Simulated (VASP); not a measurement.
Write the native input for VASP 6.6.1 that does the following.

```yaml
Task: relaxation of the atoms
Functional: PBE
Dispersion: D3(BJ)
Potentials_or_basis: VASP PAW PBE potentials, release 64 (Cu, O)
Cutoff: 600 eV
k_mesh: 6 × 6 × 6
Occupations: gaussian, width 0.03 eV
Spin: no spin polarisation
Further_INCAR_settings: ALGO = Normal; EDIFF = 1e-07; IBRION = 2; EDIFFG = -0.01; NSW = 40
```

The structure of Cu2O (Cuprite) lies in POSCAR:

```
Cu2O                                    
1.0
    4.1736717363      0.0000000000      0.0000000000
    0.0000000000      4.1736717363      0.0000000000
    0.0000000000      0.0000000000      4.1736717363
  Cu              O             
     4     2
Direct
     0.2500000000000000    0.2500000000000000    0.2500000000000000
     0.2500000000000000    0.7500000000000000    0.7500000000000000
     0.7500000000000000    0.7500000000000000    0.2500000000000000
     0.7500000000000000    0.2500000000000000    0.7500000000000000
     0.0000000000000000    0.0000000000000000    0.0000000000000000
     0.5000000000000000    0.5000000000000000    0.5000000000000000
```

The cell isn't the ideal one: a relaxed cell with its volume scaled by 0.94.

The input as run:

INCAR

```
SYSTEM = Cu2O
PREC     = Accurate       ! precision mode
ENCUT    = 600            ! plane-wave cutoff, eV
EDIFF    = 1E-7           ! SCF threshold, eV
ISMEAR   = 0              ! smearing method
SIGMA    = 0.03           ! smearing width, eV
LREAL    = .FALSE.        ! projectors in reciprocal space
LASPH    = .TRUE.         ! aspherical terms in the spheres
NELM     = 80             ! most SCF steps
ALGO     = Normal         ! electronic algorithm
ISIF     = 2              ! what is computed and relaxed
LWAVE    = .FALSE.        ! write WAVECAR
LCHARG   = .FALSE.        ! write CHGCAR
GGA      = PE             ! functional
IVDW     = 12             ! dispersion correction
IBRION   = 2              ! ionic algorithm
NSW      = 40             ! ionic steps
EDIFFG   = -0.01          ! ionic threshold
KPAR     = 2
```

KPOINTS

```
regular mesh
0
G
  6 6 6
  0 0 0
```

Potentials or basis: VASP PAW PBE potentials, release 64 (Cu, O).

Launch:

```bash
$ cat potpaw_PBE.64/Cu/POTCAR potpaw_PBE.64/O/POTCAR > POTCAR
$ mpirun -np 2 vasp_std > vasp.out
```

Results of the run:

| Item | Value |
| --- | --- |
| Pressure after relaxing | 8.7 GPa |
| Band gap on the k mesh | 0.69 eV, direct |
| Dispersion energy per atom | -0.329 eV |

Caveat: the relaxation stopped at its first step, so nothing moved.

Run time: 26 s on 2 MPI ranks on Intel(R) Xeon(R) Platinum 8375C CPU @ 2.90GHz (Ice Lake), on a shared host, peak memory 0.22 GiB a rank.
